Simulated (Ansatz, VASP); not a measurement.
**Re: VASP beside Ansatz**

File INCAR:

```
SYSTEM = Re
ALGO     = Normal         ! electronic algorithm
EDIFF    = 1E-6           ! SCF threshold, eV
ENCUT    = 520            ! plane-wave cutoff, eV
GGA      = CA             ! functional
ISIF     = 2              ! what is computed and relaxed
ISMEAR   = -1             ! smearing method
LASPH    = .True.         ! aspherical terms in the spheres
LCHARG   = .False.        ! write CHGCAR
LREAL    = .False.        ! projectors in reciprocal space
LWAVE    = .False.        ! write WAVECAR
NBANDS   = 14             ! bands
NELM     = 60             ! most SCF steps
PREC     = Accurate       ! precision mode
SIGMA    = 0.05           ! smearing width, eV
```

KPOINTS

```
k-points
0
Gamma
  11 11 6
  0 0 0
```

POSCAR

```
Re
1.0
    2.8149470801      0.0000000000      0.0000000000
   -1.4074735401      2.4378156817      0.0000000000
    0.0000000000      0.0000000000      4.5456378849
Re
2
Direct
    0.6666666667      0.3333333333      0.7500000000
    0.3333333333      0.6666666667      0.2500000000
```

Contents of input.yaml:

```yaml
crystal:
  lattice:
    - [2.8149470801, 0.0, 0.0]
    - [-1.4074735401, 2.4378156817, 0.0]
    - [0.0, 0.0, 4.5456378849]
  atoms:
    - { symbol: Re, position: [0.6666666667, 0.3333333333, 0.75] }
    - { symbol: Re, position: [0.3333333333, 0.6666666667, 0.25] }
kpoints:
  mp_grid: { grid: [11, 11, 6] }
scf:
  occupations: { method: fermi_dirac, width: 0.05 }
hamiltonian:
  xc: lda
  pseudopotentials: { kind: all_electron, lapw: { basis_error: 0.001 } }
output:
  forces: true
  stress: true
  eigenvalues: true
```

Change from the starting cell: volume scaled by 1.06.

Alike in both runs: task single point; functional LDA; k mesh 11 × 11 × 6; occupations fermi-dirac, width 0.05 eV; no spin polarisation.

|  | VASP | Ansatz |
| --- | --- | --- |
| version | VASP 6.6.1 | Ansatz 0.2.0 |
| potentials or method | VASP PAW LDA potentials, release 64 (Re) | all-electron LAPW, scalar-relativistic |
| plane-wave cutoff (eV) | 520 | see its input |

Ansatz gave:

```
gap on the k mesh at the Fermi level (eV)       : none
pressure (GPa)                                  : -28.3
largest component of the traceless stress (GPa) : 0.29
```

Q: Estimate VASP's values.

A: gap on the k mesh at the Fermi level (eV): none; pressure (GPa): -27.8; largest component of the traceless stress (GPa): 0.43.

A gap of «none» marks a metal or a gap that the smearing closes. Ansatz ran all-electron here, so the differences hold the error of VASP's frozen core and of both bases.

Caveats: so large a pressure means that the cell lies far from this level's equilibrium, or that cutoff or potentials fall short (VASP). The runs have no spin-orbit coupling, so splittings on Re are missing.
